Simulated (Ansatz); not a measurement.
# Residual resistivity of an alloy: Ir(111) with 4 layers of random Ir-Pt, 2x2

Wanted: resistance against the alloy's length, first Ir(111) with 4 layers of random Ir-Pt, 2x2.

Program: Ansatz 0.2.0. Level of theory: Ansatz plane-wave DFT, PBE, PAW files; ballistic transport by layer matching (Landauer), zero bias; PAW set soft_1. Results are calculated unless marked as measured.

### 1. Set-up

The cell holds 40 atoms: 38 Ir and 2 Pt. Its edges and angles: a = 5.430 Å, b = 5.430 Å, c = 22.222 Å, α = 93.5°, β = 86.5°, γ = 120.0°. It derives from Ir. Regions: lead, 24 atoms (24 Ir); scattering region, 16 atoms (14 Ir and 2 Pt). The structure is stacked along c, and the current runs across the ab planes.

### 2. With 4 alloy layers

In 4 layers a share of 0.125 of the sites is given to Pt at random. The layers about the cell's end stay perfect and serve as the lead. Energies from -0.05 to 0.05 eV in steps of 0.05 eV are too few for the program's thermal sum, so it prints no conductance; for a metal the transmission near the Fermi level serves, at a fraction of the cost.

input.yaml

```yaml
crystal:
  lattice:
    - [5.4297315514, 0.0, 0.0]
    - [-2.7148657757, 4.7022854592, 0.0]
    - [1.3574328878, -0.7837142432, 22.1667862353]
  atoms:
    - { symbol: Ir, position: [0.9916666667, 0.0083333333, 0.05] }
    - { symbol: Ir, position: [0.9916666667, 0.5083333333, 0.05] }
    - { symbol: Ir, position: [0.4916666667, 0.0083333333, 0.05] }
    - { symbol: Ir, position: [0.4916666667, 0.5083333333, 0.05] }
    - { symbol: Ir, position: [0.1416666667, 0.3583333333, 0.15] }
    - { symbol: Ir, position: [0.1416666667, 0.8583333333, 0.15] }
    - { symbol: Ir, position: [0.6416666667, 0.3583333333, 0.15] }
    - { symbol: Ir, position: [0.6416666667, 0.8583333333, 0.15] }
    - { symbol: Ir, position: [0.2916666667, 0.2083333333, 0.25] }
    - { symbol: Ir, position: [0.2916666667, 0.7083333333, 0.25] }
    - { symbol: Ir, position: [0.7916666667, 0.2083333333, 0.25] }
    - { symbol: Ir, position: [0.7916666667, 0.7083333333, 0.25] }
    - { symbol: Ir, position: [0.9416666667, 0.0583333333, 0.35] }
    - { symbol: Ir, position: [0.9416666667, 0.5583333333, 0.35] }
    - { symbol: Ir, position: [0.4416666667, 0.0583333333, 0.35] }
    - { symbol: Ir, position: [0.4416666667, 0.5583333333, 0.35] }
    - { symbol: Ir, position: [0.0916666667, 0.4083333333, 0.45] }
    - { symbol: Ir, position: [0.0916666667, 0.9083333333, 0.45] }
    - { symbol: Ir, position: [0.5916666667, 0.4083333333, 0.45] }
    - { symbol: Ir, position: [0.5916666667, 0.9083333333, 0.45] }
    - { symbol: Ir, position: [0.2416666667, 0.2583333333, 0.55] }
    - { symbol: Ir, position: [0.2416666667, 0.7583333333, 0.55] }
    - { symbol: Ir, position: [0.7416666667, 0.2583333333, 0.55] }
    - { symbol: Ir, position: [0.7416666667, 0.7583333333, 0.55] }
    - { symbol: Pt, position: [0.8916666667, 0.1083333333, 0.65] }
    - { symbol: Ir, position: [0.8916666667, 0.6083333333, 0.65] }
    - { symbol: Ir, position: [0.3916666667, 0.1083333333, 0.65] }
    - { symbol: Pt, position: [0.3916666667, 0.6083333333, 0.65] }
    - { symbol: Ir, position: [0.0416666667, 0.4583333333, 0.75] }
    - { symbol: Ir, position: [0.0416666667, 0.9583333333, 0.75] }
    - { symbol: Ir, position: [0.5416666667, 0.4583333333, 0.75] }
    - { symbol: Ir, position: [0.5416666667, 0.9583333333, 0.75] }
    - { symbol: Ir, position: [0.1916666667, 0.3083333333, 0.85] }
    - { symbol: Ir, position: [0.1916666667, 0.8083333333, 0.85] }
    - { symbol: Ir, position: [0.6916666667, 0.3083333333, 0.85] }
    - { symbol: Ir, position: [0.6916666667, 0.8083333333, 0.85] }
    - { symbol: Ir, position: [0.8416666667, 0.1583333333, 0.95] }
    - { symbol: Ir, position: [0.8416666667, 0.6583333333, 0.95] }
    - { symbol: Ir, position: [0.3416666667, 0.1583333333, 0.95] }
    - { symbol: Ir, position: [0.3416666667, 0.6583333333, 0.95] }
kpoints:
  mp_grid: { grid: [5, 5, 1] }
hamiltonian:
  xc: pbe
  pseudopotentials: { kind: paw, azcp: { folder: soft_1 } }
scf:
  occupations: { method: fermi_dirac, width: 0.1 }
output:
  transmission:
    leads: [[0, 4]]
    kmesh: [10, 10]
    e_range: [-0.05, 0.05]
    de: 0.05
  write_potential: true
  write_density: true
  volumetric_format: npy
```

Started as:

```console
ansatz run input.yaml --threads 4 --pin off --max-ram 15360MiB --backend cpu --events-out ev --progress --plain --runs-dir out
```

Numbers of over 12 decimals in the logs are rounded to 6 here.

Log:

```text
Engine: ansatz 0.2.0, aarch64-unknown-linux-gnu
Pseudopotentials: kind: paw
Pseudopotential: Ir, paw, valence charge 17, recommended cutoff 420 eV (normal), soft_1/Ir.paw.azcp
Pseudopotential: Pt, paw, valence charge 18, recommended cutoff 420 eV (normal), soft_1/Pt.paw.azcp
Functional definition: PBE
  parameter kappa = 0.804
  parameter beta = 0.066725
  exchange = pbe_x(kappa = kappa, mu = beta*pi^2/3)
  correlation = pbe_c(beta = beta)
Crystal: 40 atoms, lattice volume = 565.966 Å³
Basis set: ecut = 420 eV, 11009 PW (Γ)
Bands: 410, of which v1, the nominal top of the filled ones, is band 341 counted from 1 (340 counted from 0)
Symmetry: 8 space group operations
Space group: P2/m (ITA 10), of the structure as read, at distance tolerance 8.3e-5 Å
k-points: 9 of 25
Non-local potential: Ir, projectors of the file, l = 0: 3, l = 1: 2, l = 2: 2, l = 3: 1
Non-local potential: Pt, projectors of the file, l = 0: 3, l = 1: 2, l = 2: 2, l = 3: 1
PAW form: soft (Blöchl's): semilocal exchange-correlation on the pseudo side does not see the compensation charge
PAW one-centre angular grid: Ir, 590 points (default); XC on 64 Gauss nodes
PAW one-centre angular grid: Pt, 590 points (default); XC on 64 Gauss nodes
Initial density: superposition of atomic densities (chi_scale 0.1, normalization cell, long waves kept (reshape's long-wave potential 0.75 eV rms))
Initial wavefunctions: pseudopotential atomic-orbital guess
Functional: x = pbe(κ = 0.804, μ = 0.219515), c = pbe(β = 0.066725)
SCF iter   1: F=—  HF=-478678.329149 eV  |F-HF|=—  |Δ(HF+E_count)|=         —  Δρ=1.45e-1  dr2=3.08e3  ethr=3.10e-3  ⟨swp⟩=5.0  Hψ=11925  notcnv=0  defer=29
preconditioner: auto → Kerker (q_TF=auto, 2.814 Å⁻¹)  [metal: Δε(μ)=0.014 eV  Ē_g=7.379 eV  σ=0.100 eV  W_gap=0.03  n_scr=228 (ndim 8)  ℏωp=29.7 eV  f_vac=0.000  D(μ)=44.79/eV (n_scr^D=532)]
SCF iter   2: F=—  HF=-478659.500487 eV  |F-HF|=—  |Δ(HF+E_count)|=    1.88e1  Δρ=7.78e-2  dr2=1.12e3  ethr=3.10e-3  ⟨swp⟩=2.0  Hψ=7354  notcnv=0  defer=202
SCF iter   3: F=—  HF=-478649.860123 eV  |F-HF|=—  |Δ(HF+E_count)|=    9.64e0  Δρ=1.42e-2  dr2=5.88e1  ethr=3.10e-3  ⟨swp⟩=3.2  Hψ=7718  notcnv=0  defer=198
SCF iter   4: F=—  HF=-478648.818641 eV  |F-HF|=—  |Δ(HF+E_count)|=    1.04e0  Δρ=4.60e-3  dr2=1.38e0  ethr=3.10e-3  ⟨swp⟩=2.3  Hψ=4568  notcnv=0  defer=195
SCF iter   5: F=—  HF=-478648.815116 eV  |F-HF|=—  |Δ(HF+E_count)|=   3.52e-3  Δρ=1.66e-3  dr2=2.71e-1  ethr=2.02e-4  ⟨swp⟩=1.0  Hψ=3576  notcnv=0  defer=197
SCF iter   6: F=—  HF=-478648.810273 eV  |F-HF|=—  |Δ(HF+E_count)|=   4.84e-3  Δρ=3.20e-4  dr2=6.48e-3  ethr=3.98e-5  ⟨swp⟩=1.0  Hψ=3493  notcnv=0  defer=197
SCF iter   7: F=—  HF=-478648.810245 eV  |F-HF|=—  |Δ(HF+E_count)|=   2.80e-5  Δρ=9.99e-5  dr2=5.54e-4  ethr=9.50e-7  ⟨swp⟩=1.3  Hψ=3506  notcnv=0  defer=197
SCF iter   8: F=—  HF=-478648.810151 eV  |F-HF|=—  |Δ(HF+E_count)|=   9.38e-5  Δρ=3.62e-5  dr2=2.36e-5  ethr=8.12e-8  ⟨swp⟩=1.3  Hψ=3511  notcnv=0  defer=197
SCF iter   9: F=—  HF=-478648.810529 eV  |F-HF|=—  |Δ(HF+E_count)|=   3.77e-4  Δρ=8.48e-6  dr2=2.78e-6  ethr=3.46e-9  ⟨swp⟩=2.0  Hψ=6210  notcnv=0  defer=197
SCF iter  10: F=—  HF=-478648.810529 eV  |F-HF|=—  |Δ(HF+E_count)|=   8.95e-8  Δρ=2.18e-6  dr2=2.59e-7  ethr=4.07e-10  ⟨swp⟩=1.1  Hψ=3494  notcnv=0  defer=197
SCF iter  11: F=-478648.810528 eV  HF=-478648.810529 eV  |F-HF|=3.38e-8  |Δ(HF+E_count)|=   1.12e-8  Δρ=7.10e-7  dr2=3.54e-8  ethr=1.47e-11  ⟨swp⟩=8.7  Hψ=10320  notcnv=0
SCF 1 converged in 11 iterations: F = -478648.810528 eV  dr2 = 3.54e-8
  greatest PAW one-centre occupation: 1.000 electrons in one spin orbital (limit 2), on the Pt atom at site 27 (counted from 0), in its partial waves of l = 0
transmission: 124 of 1240 steps passed
transmission: 248 of 1240 steps passed
[...]
transmission: 1240 of 1240 steps passed
SCF converged after 11 iterations
Free energy (F): -478648.810528 eV
Harris-Foulkes:  -478648.810529 eV  (|F-HF|=3.38e-8)
Internal energy: -478647.601372 eV  (E = F + TS)
E sigma→0 (E₀):  -478648.205950 eV
Entropy (-TS):   -1.209156 eV (-30.229 meV/atom)
Fermi energy:    25.812226 eV
--- Per-component energies (eV) ---
  E_band       = -3347.223345
  E_kinetic    = 21739.453278
  E_local      = -44449.526691  (includes V_loc(G=0)·N_el)
  E_nonlocal   = 7623.891725
  E_hartree    = 16676.419096
  E_xc         = -9229.382023
  E_vxc        = -10318.390098  (∫ρ·V_xc dr)
  E_paw        = -371045.141234  (= ΣΔE_a)
  E_vpaw       = -11295.506207  (= ΣTr[D̂ρ^β])
  E_aug_tail   = 0.015150  (compensation charges beyond the density's cutoff)
  E_ewald      = -99963.330673
  E_smearing   = -1.209156  (= −TS)
  E_closure    = -0.000000  (closes the sum)
  Σ components = -478648.810528   (vs F -478648.810528, Δ=0.00e0)
--- Band table (eV; the first three rows and the last of 9) ---
  k-point 0: bands = [... 337 lower, 26.5387, 26.6241, 26.6290, 26.6301, 26.6951, 26.7009, 26.7020, 26.7023, ... 65 higher]
  k-point 1: bands = [... 337 lower, 26.0885, 26.1044, 26.1176, 26.1398, 26.1642, 26.1835, 26.2464, 26.2517, ... 65 higher]
  k-point 2: bands = [... 337 lower, 25.1396, 25.1604, 25.2910, 25.3034, 25.3180, 25.4363, 25.4746, 25.4901, ... 65 higher]
  k-point 8: bands = [... 337 lower, 25.0205, 25.0648, 25.1091, 25.1626, 25.2810, 25.4749, 25.5198, 25.5345, ... 65 higher]
--- Transmission ---
  basis      : 223 plane waves across, 40 finite elements along
  points     : 31, standing for a mesh of 10 x 10
  energies   : 3 from -0.050000 to 0.050000 eV about the Fermi level, 0.050000 eV apart; the leads are filled to 0.000000 eV, and channels, transmission and decay are at 0.000000 eV
  crystal 0  : Ir4, at the sites [0, 4], period 2.2167 Å, over 19.95 Å; its Hamiltonian steps by up to 4.4 meV
    offset         : up to 0.0000 Å between an atom of the period and one for which it stands
    channels       : 5.780000e0 a spin
    conductance    : none, the energies end too early or step too widely for 300 K: set another output.transmission.e_range or a lower de, or, where they end at an eighth of basis.ecutwfc, a higher one
  junction   : crystal 0 to crystal 0, 3.74 to 23.69 Å
    transmission   : 5.014018e0 a spin
    conductance    : none, the energies end too early or step too widely for 300 K: set another output.transmission.e_range or a lower de, or, where they end at an eighth of basis.ecutwfc, a higher one
```

Wall time 4.3 min (4 threads of Arm Neoverse V1, shared host); peak memory 4.5 GiB; 16 min of CPU time.

In the SCF lines HF is the Harris–Foulkes energy and dr2 the Hartree energy of the density residual, in eV; the loop may stop once dr2 is under the threshold and the program's other checks hold. Hψ counts applications of the Hamiltonian.

This step gave:

- free energy: -478648.8105 eV
- energy at zero smearing: -478648.2060 eV
- Fermi energy: 25.81 eV
- cell area: 25.53 Å²
- transmission per spin nearest the Fermi level: 5.014
- open channels per spin nearest the Fermi level: 5.78
- step of the lead's potential: 4.4 meV

Per spin. Table of transmission, zone mean by energy, zero at the Fermi level:

```
energy (eV)  transmission, zone mean
    -0.0500                     5.15
     0.0000                     5.01
     0.0500                     5.31
```

Per spin. The open channels, zone mean, lead by energy, zero at the Fermi level:

```
energy (eV)  open channels, zone mean, lead
    -0.0500                             5.9
     0.0000                            5.78
     0.0500                            6.14
```

Transmission over k1 and k2. At 0.0000 eV from the Fermi level.

Ten even steps from '_' (3.51) to '@' (7.03):
```
====______****++--++
--__++==##++----==--
..__==....::**__--++
**__##..%%@@::**--**
****++::@@@@@@::++**
****--**::@@%%..##__
..++--__**::....==__
----==----++##==++__
==++--++****______==
++==--..******..--==
```
Columns: k1 (b1) from -0.5 to 0.4; rows upwards: k2 (b2) from -0.5 to 0.4.

Open channels over k1 and k2. At 0.0000 eV from the Fermi level.

Ten even steps from '0' (4.00) to '9' (8.00):
```
5520255555
2257752255
2072227025
5272992725
5552999255
5527299272
2520722270
2552257752
5555552025
5522555225
```
Columns: k1 (b1) from -0.5 to 0.4; rows upwards: k2 (b2) from -0.5 to 0.4.

Over the solved energies the transmission per spin lies between 5.01 and 5.31, out of 5.94 channels of the lead on average (up to 6.14).

### 3. With 8 alloy layers

In 8 layers a share of 0.125 of the sites is given to Pt at random. A fresh draw is used; the growth of the resistance with length is what counts.

System of this step: Ir(111) with 8 layers of random Ir-Pt, 2x2. The cell holds 56 atoms: 52 Ir and 4 Pt. Cell: a = 5.430 Å, b = 5.430 Å, c = 31.073 Å, α = 87.5°, β = 92.5°, γ = 120.0°. It derives from Ir. Regions: lead, 24 atoms (24 Ir); scattering region, 32 atoms (28 Ir and 4 Pt). The structure is stacked along c, and the current runs across the ab planes.

input.yaml

```yaml
crystal:
  lattice:
    - [5.4297315514, 0.0, 0.0]
    - [-2.7148657757, 4.7022854592, 0.0]
    - [-1.3574328878, 0.7837142432, 31.0335007294]
  atoms:
    - { symbol: Ir, position: [0.005952381, 0.994047619, 0.0357142857] }
    - { symbol: Ir, position: [0.005952381, 0.494047619, 0.0357142857] }
    - { symbol: Ir, position: [0.505952381, 0.994047619, 0.0357142857] }
    - { symbol: Ir, position: [0.505952381, 0.494047619, 0.0357142857] }
    - { symbol: Ir, position: [0.1845238095, 0.3154761905, 0.1071428571] }
    - { symbol: Ir, position: [0.1845238095, 0.8154761905, 0.1071428571] }
    - { symbol: Ir, position: [0.6845238095, 0.3154761905, 0.1071428571] }
    - { symbol: Ir, position: [0.6845238095, 0.8154761905, 0.1071428571] }
    - { symbol: Ir, position: [0.3630952381, 0.1369047619, 0.1785714286] }
    - { symbol: Ir, position: [0.3630952381, 0.6369047619, 0.1785714286] }
    - { symbol: Ir, position: [0.8630952381, 0.1369047619, 0.1785714286] }
    - { symbol: Ir, position: [0.8630952381, 0.6369047619, 0.1785714286] }
    - { symbol: Ir, position: [0.0416666667, 0.9583333333, 0.25] }
    - { symbol: Ir, position: [0.0416666667, 0.4583333333, 0.25] }
    - { symbol: Pt, position: [0.5416666667, 0.9583333333, 0.25] }
    - { symbol: Ir, position: [0.5416666667, 0.4583333333, 0.25] }
    - { symbol: Ir, position: [0.2202380952, 0.2797619048, 0.3214285714] }
    - { symbol: Ir, position: [0.2202380952, 0.7797619048, 0.3214285714] }
    - { symbol: Ir, position: [0.7202380952, 0.2797619048, 0.3214285714] }
    - { symbol: Ir, position: [0.7202380952, 0.7797619048, 0.3214285714] }
    - { symbol: Ir, position: [0.3988095238, 0.1011904762, 0.3928571429] }
    - { symbol: Ir, position: [0.3988095238, 0.6011904762, 0.3928571429] }
    - { symbol: Ir, position: [0.8988095238, 0.1011904762, 0.3928571429] }
    - { symbol: Ir, position: [0.8988095238, 0.6011904762, 0.3928571429] }
    - { symbol: Ir, position: [0.0773809524, 0.9226190476, 0.4642857143] }
    - { symbol: Ir, position: [0.0773809524, 0.4226190476, 0.4642857143] }
    - { symbol: Ir, position: [0.5773809524, 0.9226190476, 0.4642857143] }
    - { symbol: Ir, position: [0.5773809524, 0.4226190476, 0.4642857143] }
    - { symbol: Pt, position: [0.255952381, 0.244047619, 0.5357142857] }
    - { symbol: Ir, position: [0.255952381, 0.744047619, 0.5357142857] }
    - { symbol: Ir, position: [0.755952381, 0.244047619, 0.5357142857] }
    - { symbol: Ir, position: [0.755952381, 0.744047619, 0.5357142857] }
    - { symbol: Ir, position: [0.4345238095, 0.0654761905, 0.6071428571] }
    - { symbol: Ir, position: [0.4345238095, 0.5654761905, 0.6071428571] }
    - { symbol: Ir, position: [0.9345238095, 0.0654761905, 0.6071428571] }
    - { symbol: Ir, position: [0.9345238095, 0.5654761905, 0.6071428571] }
    - { symbol: Ir, position: [0.1130952381, 0.8869047619, 0.6785714286] }
    - { symbol: Ir, position: [0.1130952381, 0.3869047619, 0.6785714286] }
    - { symbol: Pt, position: [0.6130952381, 0.8869047619, 0.6785714286] }
    - { symbol: Ir, position: [0.6130952381, 0.3869047619, 0.6785714286] }
    - { symbol: Ir, position: [0.2916666667, 0.2083333333, 0.75] }
    - { symbol: Ir, position: [0.2916666667, 0.7083333333, 0.75] }
    - { symbol: Ir, position: [0.7916666667, 0.2083333333, 0.75] }
    - { symbol: Pt, position: [0.7916666667, 0.7083333333, 0.75] }
    - { symbol: Ir, position: [0.4702380952, 0.0297619048, 0.8214285714] }
    - { symbol: Ir, position: [0.4702380952, 0.5297619048, 0.8214285714] }
    - { symbol: Ir, position: [0.9702380952, 0.0297619048, 0.8214285714] }
    - { symbol: Ir, position: [0.9702380952, 0.5297619048, 0.8214285714] }
    - { symbol: Ir, position: [0.1488095238, 0.8511904762, 0.8928571429] }
    - { symbol: Ir, position: [0.1488095238, 0.3511904762, 0.8928571429] }
    - { symbol: Ir, position: [0.6488095238, 0.8511904762, 0.8928571429] }
    - { symbol: Ir, position: [0.6488095238, 0.3511904762, 0.8928571429] }
    - { symbol: Ir, position: [0.3273809524, 0.1726190476, 0.9642857143] }
    - { symbol: Ir, position: [0.3273809524, 0.6726190476, 0.9642857143] }
    - { symbol: Ir, position: [0.8273809524, 0.1726190476, 0.9642857143] }
    - { symbol: Ir, position: [0.8273809524, 0.6726190476, 0.9642857143] }
kpoints:
  mp_grid: { grid: [5, 5, 1] }
hamiltonian:
  xc: pbe
  pseudopotentials: { kind: paw, azcp: { folder: soft_1 } }
scf:
  occupations: { method: fermi_dirac, width: 0.1 }
output:
  transmission:
    leads: [[0, 4]]
    kmesh: [10, 10]
    e_range: [-0.05, 0.05]
    de: 0.05
  write_potential: true
  write_density: true
  volumetric_format: npy
```

Log:

```text
[...]
Crystal: 56 atoms, lattice volume = 792.352 Å³
Basis set: ecut = 420 eV, 15385 PW (Γ)
Bands: 574, of which v1, the nominal top of the filled ones, is band 478 counted from 1 (477 counted from 0)
Symmetry: 2 space group operations
[...]
k-points: 9 of 25 (time reversal used)
[...]
SCF iter   1: F=—  HF=-670869.705313 eV  |F-HF|=—  |Δ(HF+E_count)|=         —  Δρ=1.69e-1  dr2=1.11e4  ethr=3.10e-3  ⟨swp⟩=5.0  Hψ=16325  notcnv=0  defer=110
[...]
SCF iter  11: F=-670813.054492 eV  HF=-670813.054492 eV  |F-HF|=4.17e-8  |Δ(HF+E_count)|=   8.61e-9  Δρ=1.00e-6  dr2=4.60e-8  ethr=1.05e-11  ⟨swp⟩=8.3  Hψ=16381  notcnv=0
SCF 1 converged in 11 iterations: F = -670813.054492 eV  dr2 = 4.60e-8
[...]
transmission: 175 of 1736 steps passed
transmission: 349 of 1736 steps passed
[...]
transmission: 1736 of 1736 steps passed
SCF converged after 11 iterations
Free energy (F): -670813.054492 eV
[...]
Internal energy: -670811.184975 eV  (E = F + TS)
E sigma→0 (E₀):  -670812.119734 eV
Entropy (-TS):   -1.869517 eV (-33.384 meV/atom)
Fermi energy:    25.808237 eV
[...]
--- Band table (eV; the first three rows and the last of 9) ---
  k-point 0: bands = [... 474 lower, 26.5400, 26.5401, 26.5618, 26.6147, 26.6271, 26.6285, 26.6676, 26.6852, ... 92 higher]
  k-point 1: bands = [... 474 lower, 26.0775, 26.0909, 26.1113, 26.1218, 26.1326, 26.1562, 26.1673, 26.1837, ... 92 higher]
  k-point 2: bands = [... 474 lower, 25.1502, 25.2205, 25.3040, 25.3183, 25.3589, 25.4060, 25.5208, 25.5280, ... 92 higher]
  k-point 8: bands = [... 474 lower, 25.1016, 25.2021, 25.2474, 25.2771, 25.3090, 25.4409, 25.4990, 25.5907, ... 92 higher]
--- Transmission ---
  basis      : 223 plane waves across, 56 finite elements along
  points     : 31, standing for a mesh of 10 x 10
[...]
channels       : 5.780000e0 a spin
[...]
junction   : crystal 0 to crystal 0, 0.70 to 29.51 Å
    transmission   : 4.746722e0 a spin
[...]
```

Wall time 11 min (4 threads); peak memory 8.2 GiB; 42 min of CPU time.

This step gave:

```yaml
free_energy: -670813.0545 eV
energy_at_zero_smearing: -670812.1197 eV
transmission_per_spin_nearest_the_fermi_level: 4.747
step_of_the_lead_s_potential: 20.2 meV
```

Per spin. Transmission, zone mean against energy, zero at the Fermi level:

```
energy (eV)  transmission, zone mean
    -0.0500                     4.85
     0.0000                     4.75
     0.0500                     4.87
```

Over the solved energies the transmission per spin lies between 4.75 and 4.87, out of 5.94 channels of the lead on average (up to 6.14).

(Part 1 of 2 ends here.)

[Logs are printed without paths, hosts, clocks, repeated set-up lines and the standing remarks that a program may print on its own settings, such as how far it seeks lower states.]

[Hosts, paths, dates, database ids (printed as entryN), source tags and the programs' standing remarks are cut or masked in the printed files.]
